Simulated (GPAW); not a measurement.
# A GW chain in GPAW: AlN (P6_3mc), part 2 of 2

How does a plane-wave GW calculation on AlN (P6_3mc) run from the first input to the gap?

GPAW 26.7.0; LDA and many-body steps on it, plane waves. Known limits of the many-body steps: not at the basis limit.

So far. Step 3 (Bands along the symmetry lines): The gap is 4.245 eV, as in the run before at this level. Step 4 (Empty states on the mesh, 6×6×4 mesh, 184 bands): On this mesh the gap is 4.245 eV.

The database entry behind the starting cell differs from later determinations by our own check (inner coordinate u about 0.002 short), so it need not match the best structure at ambient conditions.

## 5. Screening and self-energy, 6×6×4 mesh, 174 bands, screening to 150 eV

Now the one-shot GW correction: screening in the RPA, then the self-energy of the levels asked for.

This step: G0W0 on LDA, plane waves, PAW.

run.py

```python
import json
import numpy as np
from gpaw.mpi import world
from gpaw.response.g0w0 import G0W0

gw = G0W0('full.gpw',
    filename='gw',
    kpts=[0],
    bands=(6, 10),
    ecut=150,
    nbands=174,
    integrate_gamma='WS',
    ppa=True)
gw.calculate()
res = {mode: {k: v for k, v in r.items() if k != 'sigma_eskwn'}
       for mode, r in gw.all_results.items()}

if world.rank == 0:
    with open('result.json', 'w') as f:
        json.dump(res, f, default=lambda x: x.tolist())
```

On the command line:

```console
mpirun -n 4 gpaw python run.py
```

Numbers of over 12 decimals in the logs are rounded to 6 here.

Log:

```text
Using integrator: PointIntegrator
FrequencyGridDescriptor(from 0.000+0.000j to 0.000+27.211j eV, 2 points)
Nonperiodic BCs:  [False False False]
Using integrator: PointIntegrator
FrequencyGridDescriptor(from 0.000+0.000j to 0.000+27.211j eV, 2 points)
Nonperiodic BCs:  [False False False]
  ___  _ _ _
 |   || | | |
 | | || | | |
 |__ ||_____|
 |___|

BZ k-points: Symmetries present (total): 6

  [... matrices ...]
144 k-points: 6 x 6 x 4 Monkhorst-Pack grid + [1/12,1/12,1/8]
24 k-points in the irreducible part of the Brillouin zone
       k-points in crystal coordinates                weights
   0:     0.00000000    0.00000000    0.00000000          1/144
   1:     0.00000000    0.00000000    0.25000000          2/144
   2:     0.00000000    0.00000000    0.50000000          1/144
   3:     0.16666667    0.00000000   -0.25000000          6/144
   4:     0.16666667    0.00000000    0.00000000          6/144
   5:     0.16666667    0.00000000    0.25000000          6/144
   6:     0.16666667    0.00000000    0.50000000          6/144
   7:     0.33333333   -0.16666667    0.00000000          6/144
   8:     0.33333333   -0.16666667    0.25000000         12/144
   9:     0.33333333   -0.16666667    0.50000000          6/144
          ...
  23:     0.50000000    0.50000000    0.50000000          3/144

Distributing spins, k-points and bands (1 x 1 x 4) over 4 processes
Number of blocks: 1

Quasi particle states:
k-points (IBZ indices): [0]
Band range: (6, 10)
  [... matrices ...]
Computational parameters:
Plane wave cut-off: 150 eV
Number of bands: 174
Coulomb cutoff: None
Broadening: 0.1 eV

fxc modes: GW
Kernel: RPA
Using Godby-Needs plasmon-pole approximation:
  Fitting energy: i*E0, E0 = 1.000 Hartree
Summing all q:

Calculating screened Coulomb potential
No Coulomb truncation
FrequencyGridDescriptor(from 0.000+0.000j to 0.000+27.211j eV, 2 points)
Removing empty qpoint cache files...

Calculating chi0 body with:
    Ground state adapter containing:
    Number of spins: 1
    Number of kpoints: 144
    Number of irreducible kpoints: 24
    Number of completely occupied states: 8
    Number of partially occupied states: 8
    Occupied states memory: 1.1865234375 M / cpu

    Linear response parametrization:
    q_c: [1.3877787807814457e-17, 1.3877787807814457e-17, 0.0]
    Number of frequency points: 2
    Planewave cutoff: 150.0
    Number of bands: 174
    Number of planewaves: 159
    Broadening (eta): 1e-06
    comm.size: 4
    kncomm.size: 4
    blockcomm.size: 1

    Memory estimate of potentially large arrays:
        chi0_wGG: 0.771515 M / cpu
Integrating chi0 body.

Symmetries of q_c:
    Direct symmetries (Uq -> q): 6
    Indirect symmetries (TUq -> q): 6
In total 12 allowed symmetries.

  [... matrices ...]
24 groups of equivalent kpoints. 83.333333% reduction.

Integral kind: response function
Integrating chi0 head and wings.

Symmetries of q_c:
    Direct symmetries (Uq -> q): 6
    Indirect symmetries (TUq -> q): 6
In total 12 allowed symmetries.

  [... matrices ...]
24 groups of equivalent kpoints. 83.333333% reduction.

Integral kind: response function wings

Calculating chi0 body with:
    Ground state adapter containing:
    Number of spins: 1
    Number of kpoints: 144
    Number of irreducible kpoints: 24
    Number of completely occupied states: 8
    Number of partially occupied states: 8
[... the further q-points ...]

Results:
f:      Occupation numbers
eps:     KS-eigenvalues [eV]
vxc:     KS vxc [eV]
exx:     Exact exchange [eV]
sigma:   Self-energies [eV]
dsigma:  Self-energy derivatives
Z:       Renormalization factors
qp:      QP-energies [eV]

k-point 0 (0): (0.000, 0.000, 0.000)                GW
band       f     eps     vxc     exx   sigma  dsigma       Z      qp
                                                                   GW
   6   1.000   5.672 -17.861 -21.626   2.883  -0.264   0.791   4.974
   7   1.000   5.854 -17.999 -21.701   2.852  -0.264   0.791   5.182
   8   0.000  10.100 -14.766  -9.959  -3.717  -0.218   0.821  10.995
   9   0.000  12.405 -13.656  -8.061  -4.227  -0.205   0.830  13.540
```

Run time: 2.3 min. Hardware: 4 MPI ranks of Intel Xeon Platinum 8488C (Sapphire Rapids), shared host; peak memory 1.1 GiB.

This step gave:

* G0W0 gap on the points computed: 5.813 eV
* least direct G0W0 gap on the computed points: 5.813 eV
* Z at the valence top: 0.7912
* Z at the conduction bottom: 0.8212
* starting gap on the mesh: 4.245 eV
* k of the valence top: 0, 0, 0
* k of the conduction bottom: 0, 0, 0

The gap on the mesh goes from 4.25 eV to 5.81 eV, a correction of +1.57 eV.

Limits: finite bands, cutoff and mesh. v1 is the top filled band, c1 the lowest empty one. The levels before and after the correction (eV, zero at the valence-band top of each column):

```csv
,conduction bottom,valence top
Kohn-Sham,4.25,0.00
G0W0,5.81,0.00
```

|  | level | energy (eV) |
| --- | --- | --- |
| Kohn-Sham | Γ v2 | -0.182 |
| Kohn-Sham | Γ v1 | 0.000 |
| Kohn-Sham | Γ c1 | 4.245 |
| Kohn-Sham | Γ c2 | 6.550 |
| G0W0 | Γ v2 | -0.208 |
| G0W0 | Γ v1 | 0.000 |
| G0W0 | Γ c1 | 5.813 |
| G0W0 | Γ c2 | 8.358 |

## 6. Where the time went

Times are wall times on 4 MPI ranks of Intel Xeon Platinum 8488C (Sapphire Rapids), shared host, good to a factor of about two.

| step | time | share | memory (GiB) |
| --- | --- | --- | --- |
| ground state | 7.6 s | 5 % | 0.67 |
| bands along the symmetry lines | 7.4 s | 4 % | 0.72 |
| empty states on the mesh | 15 s | 9 % | 1.6 |
| screening and self-energy | 2.3 min | 82 % | 1.1 |

## 7. Results

```
LDA gap              : 4.25 eV, direct
G0W0 gap on the mesh : 5.81 eV
GW settings          : 6×6×4 mesh, 174 bands, screening to 150 eV, Godby-Needs plasmon pole
known limits         : not at the basis limit
```

G0W0 moves the gap on the mesh from 4.25 eV to 5.81 eV (+1.57 eV), with Z of 0.79 and 0.82 at the edges. Only 1 of the mesh's irreducible points was corrected, so a valley elsewhere could overtake. The dearest step here is «screening and self-energy». Bands and cutoff are finite, so the gap is not at the basis limit. The miss can reach some tenths of an eV and take either sign; the mesh is an error of its own. These stock PAW sets were not made for GW. In the G0W0 run levels were corrected at 1 k point alone, so a gap called «on the mesh» is the least over those, and an edge elsewhere would be missed.

[Paths, hosts, dates, memory and timing lines, banners, echoed tables and standing remarks are left out of the program output.]

[Logs are printed without paths, hosts, clocks, repeated set-up lines and the standing remarks that a program may print on its own settings, such as how far it seeks lower states.]

[Runs of the session that timed out or met a known fault of the program may be left out.]

[Hosts, paths, dates, database ids (printed as entryN), source tags and the programs' standing remarks are cut or masked in the printed files.]
